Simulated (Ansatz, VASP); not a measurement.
W: VASP beside Ansatz

```
W
1.0
    -1.58420    1.58420    1.58420
     1.58420   -1.58420    1.58420
     1.58420    1.58420   -1.58420
W
1
Direct
  0.00000 0.00000 0.00000
```

Alike in both runs: functional r2SCAN; k mesh 18 × 18 × 18; occupations gaussian, width 0.1 eV; no spin polarisation.

Ansatz relaxed the structure, and its values are those at the end. VASP's run is a single point on that final structure, the one shown.

|  | VASP | Ansatz |
| --- | --- | --- |
| version | VASP 6.6.1 | Ansatz 0.2.0 |
| potentials or method | VASP PAW PBE potentials, release 64 (W_sv) | scalar-relativistic, plane waves, PAW |
| plane-wave cutoff (eV) | 520 | 500 |
| valence electrons in the cell | 14 | 14 |

```tsv
	VASP	Ansatz	Ansatz less VASP
gap on the k mesh at the Fermi level (eV)	none	none	-
pressure (GPa)	1.2	0.0	-1.25
```

A gap of «none» marks a metal or a gap that the smearing closes. The functional is the same, so the differences come from potentials, cutoffs and numerics.

Caveats: the PAW data sets were made with another functional, which shifts forces and pressure a little (VASP). Spin-orbit coupling is left out, which matters for the levels of W.
